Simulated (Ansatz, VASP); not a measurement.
# Two plane-wave programs on ZnS

The input INCAR:

```
SYSTEM = ZnS
PREC = Accurate ; ENCUT = 600
EDIFF = 1E-7 ; ISMEAR = -1
SIGMA = 0.05 ; LREAL = .False.
LASPH = .True. ; NELM = 100
ALGO = Normal ; ISIF = 3
LWAVE = .False. ; LCHARG = .False.
GGA = RP ; IBRION = 2
NSW = 40 ; EDIFFG = -0.01
```

The input KPOINTS:

```
regular mesh
0
Gamma
  9 9 9
  0 0 0
```

The input POSCAR:

```
ZnS
1.0
    0.0000000000      2.7020000000      2.7020000000
    2.7020000000      0.0000000000      2.7020000000
    2.7020000000      2.7020000000      0.0000000000
Zn S
1 1
Direct
    0.7500000000      0.7500000000      0.7500000000
    0.0000000000      0.0000000000      0.0000000000
```

Contents of input.yaml:

```yaml
crystal:
  lattice:
    - [0.0, 2.702, 2.702]
    - [2.702, 0.0, 2.702]
    - [2.702, 2.702, 0.0]
  atoms:
    - { symbol: Zn, position: [0.75, 0.75, 0.75] }
    - { symbol: S, position: [0.0, 0.0, 0.0] }
hamiltonian:
  xc: rpbe
  pseudopotentials: { kind: paw }
kpoints:
  mp_grid: { grid: [9, 9, 9] }
scf:
  occupations: { method: fermi_dirac, width: 0.05 }
output:
  forces: true
  stress: true
  write_density: true
  write_potential: true
  elf: true
  volumetric_format: npy
relax:
  f_tol: 0.01
  max_steps: 40
  cell: { stress_tol: 0.05 }
```

Alike in both runs: task relaxation of cell and atoms; functional RPBE; k mesh 9 × 9 × 9; occupations fermi-dirac, width 0.05 eV; no spin polarisation.

|  | VASP | Ansatz |
| --- | --- | --- |
| version | VASP 6.6.1 | Ansatz 0.2.0 |
| potentials or method | VASP PAW PBE potentials, release 64 (Zn, S) | Ansatz PAW |
| plane-wave cutoff (eV) | 600 | 420 |
| valence electrons in the cell | 18 | 18 |

Ansatz gave:

- gap on the k mesh at the Fermi level, each at its own relaxed structure (eV): 2.03
- relaxed volume (Å³/atom): 20.93
- relaxed cell length with the largest relative difference (Å): 3.897
- energy change over the relaxation (meV/atom): -15

Task: Which values does VASP return?

Result: gap on the k mesh at the Fermi level, each at its own relaxed structure (eV): 2.02; relaxed volume (Å³/atom): 20.96; relaxed cell length with the largest relative difference (Å): 3.899; energy change over the relaxation (meV/atom): -16.

Caveats: the PAW data sets were made with another functional, which shifts forces and pressure a little (VASP); odd divisions of the mesh miss points on the zone boundary, where band edges often lie, so the gap on the mesh can be too wide (Ansatz); the plane-wave basis is chosen anew once the cell has moved, so the energies of steps on either side of that aren't comparable (Ansatz); the PAW data sets come from PBE, with cores solved anew for the run's functional, which leaves a small shift of forces and pressure (Ansatz). Zero-point motion and thermal expansion aren't in these numbers. RPBE and its kin give volumes clearly too large for solids.
